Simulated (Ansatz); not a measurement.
L1₀ (CuAu-type) CoPt was calculated with PBE in Ansatz (PAW).

Settings: plane-wave cutoff 520 eV, 20×20×16 k mesh (along the axes of the cell as run), Fermi–Dirac smearing 0.05 eV, spin-polarised with parallel moments, scalar-relativistic PAW data made under PBE.

Computed at the level's own relaxed cell.

### Question
Estimate the pressure derivative B′ of the bulk modulus, c axis length (two-atom tetragonal cell), equilibrium volume per atom, magnetic moment (largest site, within a sphere) and lattice constant a (two-atom tetragonal cell) that the calculation returns.

### Answer

* **pressure derivative B′ of the bulk modulus**: 5.0
* **c axis length (two-atom tetragonal cell)**: 3.728 Å
* **equilibrium volume per atom**: 13.52 Å³/atom
* **magnetic moment (largest site, within a sphere)**: 1.95 μB
* **lattice constant a (two-atom tetragonal cell)**: 2.694 Å

The run finds no gap.

Measured, for comparison: lattice parameter c 3.707 Å (temperature not stated, no zero-point or thermal correction; as tabulated in Karoui et al. (2013), arXiv:1204.5845); lattice constant a 2.694 Å (temperature not stated, no zero-point or thermal correction, P4/mmm two-atom cell, a_fct/√2; as tabulated in Karoui et al. (2013), arXiv:1204.5845). Computed (rounded) less measured: lattice parameter c +0.6 %, lattice constant a 0.0 %.

Note: the bulk modulus comes from volumes at which shape and atoms were relaxed.

Moments are spin moments.

Spin–orbit coupling is not included.

Computed values are for the static lattice.

Ansatz is a first-principles code.
